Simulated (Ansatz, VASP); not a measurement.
This is a calculation of TePb for VASP 6.6.1.

File INCAR:

```
PREC     = Accurate       # precision mode
ENCUT    = 520            # plane-wave cutoff, eV
EDIFF    = 1E-7           # SCF threshold, eV
ISMEAR   = -1             # smearing method
SIGMA    = 0.05           # smearing width, eV
LREAL    = F              # projectors in reciprocal space
LASPH    = T              # aspherical terms in the spheres
NELM     = 100            # most SCF steps
ALGO     = Normal         # electronic algorithm
ISIF     = 2              # what is computed and relaxed
LWAVE    = F              # write WAVECAR
LCHARG   = F              # write CHGCAR
GGA      = PE             # functional
NBANDS   = 17             # bands
```

KPOINTS

```
Automatic mesh
0
Gamma
  7 7 7
```

The input POSCAR:

```
TePb
1.0
    3.9481954097      0.0000000000      0.0000000000
    0.0000000000      3.9481954097      0.0000000000
    0.0000000000      0.0000000000      3.9481954097
Pb Te
1 1
Direct
    0.0000000000      0.0000000000      0.0000000000
    0.5000000000      0.5000000000      0.5000000000
```

Potentials or basis: VASP PAW PBE potentials, release 64 (Pb_d, Te).

Run with:

```sh
$ cat potpaw_PBE.64/Pb_d/POTCAR potpaw_PBE.64/Te/POTCAR > POTCAR
$ mpirun -np 1 vasp_std > vasp.out
```

Task: Translate it to Ansatz 0.2.0. Potentials there: Ansatz PAW.

Result: As run (the cutoff follows the program's own potentials):

Contents of input.yaml:

```yaml
crystal:
  lattice:
    - [3.9481954097, 0.0, 0.0]
    - [0.0, 3.9481954097, 0.0]
    - [0.0, 0.0, 3.9481954097]
  atoms:
    - { symbol: Pb, position: [0.0, 0.0, 0.0] }
    - { symbol: Te, position: [0.5, 0.5, 0.5] }
hamiltonian:
  xc: pbe
  pseudopotentials: { kind: paw }
kpoints:
  mp_grid: { grid: [7, 7, 7] }
scf:
  occupations: { method: fermi_dirac, width: 0.05 }
output:
  forces: true
  stress: true
  eigenvalues: true
```

Potentials or basis: Ansatz PAW.

Run with:

```sh
$ ansatz run input.yaml --threads 1 --pin off --max-ram 3584MiB --backend cpu --events-out ev --progress --plain --runs-dir out
```

Both were run:

|  | VASP | Ansatz | Ansatz less VASP |
| --- | --- | --- | --- |
| gap on the k mesh at the Fermi level (eV) | none | none | - |
| pressure (GPa) | 1.7 | 1.8 | +0.05 |

A gap of «none» marks a metal or a gap that the smearing closes. With one functional, cell and mesh, what is left measures potentials, basis and numerics. The two sets of potentials don't hold the same shells in valence.

The runs have no spin-orbit coupling, so splittings on Pb, Te are missing.
